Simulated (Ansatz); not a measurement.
# EuO (rocksalt): other levels of theory at one geometry

One table from this session's results is given with a row withheld; the runs are named, their logs left out.

Method: DFT at several levels, plane waves, PAW, in Ansatz 0.2.0.

1 further run of the same task is left out (it didn't finish).

## The starting structure

It takes space group Fm-3m (No. 225, cubic). The conventional cell has a = 5.177 Å, b = 5.177 Å, c = 5.177 Å, α = 90.00°, β = 90.00°, γ = 90.00°. Eu (site symmetry m-3m) is surrounded by 6 O at 2.59 Å. O (site symmetry m-3m) is surrounded by 6 Eu at 2.59 Å.

Coordinates:

```
Eu O
1.0
     0.00000    2.58828    2.58828
     2.58828    0.00000    2.58828
     2.58828    2.58828    0.00000
Eu O
1 1
Direct
  0.50000 0.50000 0.50000
  0.00000 0.00000 0.00000
```

An earlier run at PBE+U (U_eff = 6 eV on Eu 4f) left this cell at 17.339 Å³/atom and 0.00 GPa (10×10×10 mesh), mesh gap 0.39 eV, moments in the atoms' spheres Eu 6.76; O -0.08 μB.

Levels to run: PBE+U with U = 2 eV on Eu 4f; PBE+U with U = 1 eV on Eu 4f; PBE+U+SOC with U = 6 eV on Eu 4f, moments along [001]; HSE06; PBE+U+SOC with U = 6 eV on Eu 4f, moments along [111]. Hardware: 4 threads of AMD EPYC 9R45 (Zen 5), shared host.

The first run:

Input file input.yaml:

```yaml
crystal:
  lattice:
    - [0.0, 2.5882780426, 2.5882780426]
    - [2.5882780426, 0.0, 2.5882780426]
    - [2.5882780426, 2.5882780426, 0.0]
  atoms:
    - { symbol: Eu, position: [0.5, 0.5, 0.5], spin: 7.44 }
    - { symbol: O, position: [0.0, 0.0, 0.0] }
basis:
  ecutwfc: 420
  ecutrho_ratio: 4
kpoints:
  mp_grid: { grid: [10, 10, 10] }
hamiltonian:
  xc: pbe
  hubbard: { sites: [{ species: Eu, l: f, u_eff: 2.0 }] }
scf:
  occupations: { method: gaussian, width: 0.05 }
  lower_state_search: "off"
output:
  forces: true
  stress: true
  eigenvalues: true
  populations: true
  hubbard: { sites: [{ species: Eu, l: f }] }
  dos: { projected: true, de: 0.02 }
magnetization:
  spin_polarized: true
checkpoint:
  read: start.run
  write: ck
  compress: false
  write_wavefunctions: false
  write_every: 100000
```

start.run holds the state of a PBE+U run on this cell.

Started as:

```console
$ ansatz run input.yaml --threads 4 --pin off --max-ram 7168MiB --backend cpu --events-out ev --progress --plain --runs-dir out
```

Steps of the session up to this table: PBE+U with U = 2 eV on Eu 4f; PBE+U with U = 1 eV on Eu 4f; Seeding on a coarse mesh: PBE+U+SOC with U = 6 eV on Eu 4f, moments along [001]; PBE+U+SOC with U = 6 eV on Eu 4f, moments along [001]; HSE06; Seeding on a coarse mesh: PBE+U+SOC with U = 6 eV on Eu 4f, moments along [111]; PBE+U+SOC with U = 6 eV on Eu 4f, moments along [111].

One of the session's tables, all rows but one given; the rest of the session is left out.

```
                                                level  pressure (GPa)  largest spin moment (μB)
                         PBE+U with U = 6 eV on Eu 4f             0.0                      6.76
                         PBE+U with U = 1 eV on Eu 4f            -4.4                      6.67
                         PBE+U with U = 2 eV on Eu 4f            -3.4                      6.70
PBE+U+SOC with U = 6 eV on Eu 4f, moments along [001]            -0.2                      6.72
PBE+U+SOC with U = 6 eV on Eu 4f, moments along [111]            -0.2                      6.72
                                                HSE06               ?                         ?
```

**Question.** Estimate the row for HSE06.

**Answer.** pressure (GPa): -2.6; largest spin moment (μB): 6.79. In the column «pressure (GPa)» it lies between PBE+U with U = 2 eV on Eu 4f (-3.4) and PBE+U+SOC with U = 6 eV on Eu 4f, moments along [001] (-0.2).

Limits of these values: Runs that start from the base's state can stay on it, so another U may have a lower state that wasn't reached. Warnings in the runs' records: stress scf threshold loose, filled band counts differ across k points, stability check not made, stress exchange threshold loose.
